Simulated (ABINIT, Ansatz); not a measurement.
Planning a run of ABINIT 10.8.3 on GaN (P6_3mc). The input:

```
acell 3*1.0 Angstrom
rprim 
  3.179999999980 0.000000000005 0.000000000000
  -1.589999999994 2.753960784015 0.000000000000
  0.000000000000 0.000000000000 5.166000000000
ntypat 2
znucl 31 7
natom 4
typat 1 1 2 2
xred 
  0.333333333333 0.666666666667 0.000000000000
  0.666666666667 0.333333333333 0.500000000000
  0.333333333333 0.666666666667 0.375000000000
  0.666666666667 0.333333333333 0.875000000000
pp_dirpath "pseudos"
pseudos "Ga.upf, N.upf"
ecut 45
ngkpt 6 6 4
nshiftk 1
shiftk 0 0 0
kptopt 1
chksymbreak 0
istwfk *1
occopt 1
irdwfk 1
optdriver 99
bs_calctype 1
mbpt_sciss 0.852 eV
bs_loband 23
nband 28
bs_exchange_term 1
bs_coulomb_term 11
bs_coupling 1
bs_algorithm 1
bs_freq_mesh 0 7 0.05 eV
zcut 0.15 eV
ecuteps 4
ecutwfn 22.5
inclvkb 2
irdscr 1
indata_prefix "in"
outdata_prefix "out"
tmpdata_prefix "tmp"
```

The database entry behind the starting cell differs from later determinations by our own check (about 0.3 % short, ideal inner coordinate), so it need not match the best structure at ambient conditions.

```sh
OMP_NUM_THREADS=1 mpirun -n 8 abinit run.abi > log
```

Q: Estimate wall time and host memory on 8 MPI ranks of Intel Xeon Platinum 8488C (Sapphire Rapids), shared host.

It took 78 s; on shared hardware allow 39 s to 2.6 min. Peak host memory was 1.1 GiB.

The kernel grows as the square of the matrix size, and full diagonalisation as its cube.

[Paths, hosts, dates, memory and timing lines, banners, echoed tables and standing remarks are left out of the program output.]

[Logs are printed without paths, hosts, clocks, repeated set-up lines and the standing remarks that a program may print on its own settings, such as how far it seeks lower states.]

[Runs of the session that timed out or met a known fault of the program may be left out.]

[Hosts, paths, dates, database ids (printed as entryN), source tags and the programs' standing remarks are cut or masked in the printed files.]

[G0W0 gaps are taken among the corrected bands and points alone; a level outside them can change the order at an edge.]

[Where Ansatz stands beside ABINIT at settings called matched, ABINIT's density can come from a denser mesh and the files from another edition; pairs whose starting gaps differed by over 0.03 eV were left out, so agreement reads better than it is.]
